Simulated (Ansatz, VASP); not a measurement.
Given: the input of a run of VASP 6.6.1 on Mg.

INCAR

```
  PREC = Accurate
  ENCUT = 520
  EDIFF = 1E-7
  ISMEAR = -1
  SIGMA = 0.05
  LREAL = False
  LASPH = True
  NELM = 80
  ALGO = Normal
  ISIF = 2
  LWAVE = False
  LCHARG = False
  GGA = PE
  NBANDS = 7
```

Contents of KPOINTS:

```
Automatic mesh
0
Gamma
  11 11 11
```

POSCAR

```
Mg
1.0
   -1.7985118965      1.7985118965      1.6451208489
    1.7985118965     -1.7985118965      1.6451208489
    1.7985118965      1.7985118965     -1.6451208489
Mg
1
Direct
    0.0000000000      0.0000000000      0.0000000000
```

Potentials or basis: VASP PAW PBE potentials, release 64 (Mg).

Run with:

```console
$ cat potpaw_PBE.64/Mg/POTCAR > POTCAR
$ mpirun -np 1 vasp_std > vasp.out
```

Translate it to Ansatz 0.2.0. Potentials there: Ansatz PAW.

As run (the cutoff follows the program's own potentials):

The input input.yaml:

```yaml
crystal:
  lattice:
    - [-1.7985118965, 1.7985118965, 1.6451208489]
    - [1.7985118965, -1.7985118965, 1.6451208489]
    - [1.7985118965, 1.7985118965, -1.6451208489]
  atoms:
    - { symbol: Mg, position: [0.0, 0.0, 0.0] }
hamiltonian:
  xc: pbe
  pseudopotentials: { kind: paw }
kpoints:
  mp_grid: { grid: [11, 11, 11] }
scf:
  occupations: { method: fermi_dirac, width: 0.05 }
output:
  forces: true
  stress: true
  eigenvalues: true
```

Potentials or basis: Ansatz PAW.

Run with:

```bash
$ ansatz run input.yaml --threads 1 --pin off --max-ram 3584MiB --backend cpu --events-out ev --progress --plain --runs-dir out
```

Both were run:

|  | VASP | Ansatz | Ansatz less VASP |
| --- | --- | --- | --- |
| gap on the k mesh at the Fermi level (eV) | none | none | - |
| pressure (GPa) | 3.1 | 3.2 | +0.12 |
| largest component of the traceless stress (GPa) | 0.57 | 0.57 | -0.003 |

A gap of «none» marks a metal or a gap that the smearing closes. The two sets of potentials don't hold the same shells in valence.
